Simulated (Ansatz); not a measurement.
The parent structure is ZnTe in the zinc blende structure (space group F-43m, No. 216; a = 6.113 Å). Axes: x, y, z lie along the cube axes.

All numbers come from r2SCAN/PAW in Ansatz (an electronic-structure program), without spin-orbit coupling.

A first run, uniaxial strain ε_xx = −1.61 %, gives secant values C11 ≈ 73 GPa and C12 ≈ 41 GPa from its stress. A second run applies isotropic strain −1.38 %.

Q: What does linear elasticity predict for the bulk modulus −ΔP/(ΔV/V₀) in the second run, and what does the run give?

A: Linear elasticity: (C11 + 2 C12)/3 = 52 GPa. The run gives 56 GPa; any difference comes from nonlinear terms at these strains and numerical noise.

Stability against distortions was not tested.
